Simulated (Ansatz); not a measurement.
Kick test of a cell of Li

The cell was found from a structure generator's guess, not taken from experiment.

Method: Ansatz, DFT PBE, scalar-relativistic, plane waves, PAW. Cutoff 420 eV; k points 20×20×20 on the computed 1-atom cell (Γ-centred); Gaussian smearing, width 0.10 eV; no spin polarisation.

The cell below (1 atom, space group Pm-3m (No. 221)) is relaxed within its symmetry.

```cif
data_structure
_symmetry_space_group_name_H-M 'P 1'
_symmetry_Int_Tables_number 1
_cell_length_a 2.7290
_cell_length_b 2.7290
_cell_length_c 2.7290
_cell_angle_alpha 90.000
_cell_angle_beta 90.000
_cell_angle_gamma 90.000
_cell_volume 20.32
loop_
_atom_site_label
_atom_site_type_symbol
_atom_site_fract_x
_atom_site_fract_y
_atom_site_fract_z
_atom_site_occupancy
Li1 Li 0.50000 0.50000 0.50000 1
```

For the test a repeat of it with 8 atoms (edges 5.46, 5.46, 5.46 Å) was strained at random (σ = 1.5 % a component), the atoms were moved at random (σ = 0.15 Å), and all was relaxed again on a coarse 4×4×4 mesh (in the run’s order of axes) with 0.20 eV smearing, with no symmetry imposed.

Q: What happens?

A: It doesn't return. The energy falls by 126 meV/atom on that mesh, the volume changes by -0.3 %, and the end has space group Cmcm (No. 63) at a loose tolerance. Relaxed again on a 20×20×12 mesh with 0.10 eV smearing, the new structure lies 120 meV/atom below the first (mesh in the axes of the run's cell; the cell below is made exact in the group named). Space group P6_3/mmc (No. 194), hexagonal, a = 3.052 Å, c = 5.018 Å. Around Li lie 12 Li at 3.05–3.07 Å.

```
Li
1.0
     3.05191    0.00000    0.00000
    -1.52595    2.64303    0.00000
     0.00000    0.00000    5.01834
Li
2
Direct
  0.66667 0.33333 0.75000
  0.33333 0.66667 0.25000
```
